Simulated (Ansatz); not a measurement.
# Li started midway between two neighbours in rocksalt LiF, 65 atoms, charge 0

All numbers come from Ansatz (PAW, plane waves, no spin–orbit coupling) at the single k point (¼, ¼, ¼) without its symmetry partners. The atoms were relaxed with PBEsol in a fixed cell; other functionals are single points on those atoms unless said otherwise. The valence top and gap of the host come from its small cell on a dense mesh, with the band extrema sought between the mesh points, lined up by the mean potential, PBEsol gap 9.05 eV, r²SCAN gap 10.20 eV.

Cell: a = 8.015 Å, b = 8.015 Å, c = 8.015 Å, α = 90.00°, β = 90.00°, γ = 90.00°.

Nearest atoms after relaxation, from the placed atom (for vacancies from the middle of the vacant sites): F at 1.75 Å, F at 1.76 Å, F at 1.77 Å, Li at 2.17 Å, Li at 2.24 Å, Li at 2.27 Å, Li at 2.30 Å, F at 2.39 Å.

Chemical potentials μ are those of reference phases of the elements at zero temperature by the same functional (the usual solids, diamond for C, grey Sn, and the molecules H2, N2, O2, F2, Cl2, Br2 and S8).

| functional | E(defect) − E(host) − Σ nμ + q·E_VBM (eV) | monopole (eV) | alignment (eV) | formation energy at E_F = VBM (eV) | moment (μB) | wall time, shared host |
| --- | --- | --- | --- | --- | --- | --- |
| PBEsol | 4.58 | 0.00 | 0.00 | 4.58 | 1.0 | 54 s (relaxation) |
| r²SCAN | 4.83 | 0.00 | 0.00 | 4.83 | 1.0 | 23 s |

r²SCAN one-electron levels near the gap (the ten most localised at most), from the host's valence top:

```
level (eV)  spin  filling  atoms sharing it  element of the atom with most weight
      8.66    up     1.00               7.7                                    Li
     10.45  down     0.00              22.9                                spread
```

All elements are taken at their own reference at once; growth conditions in equilibrium with the host shift these energies, by up to the host's formation enthalpy.

One k point and a cell of this size can leave errors of several tenths of an eV in such numbers.
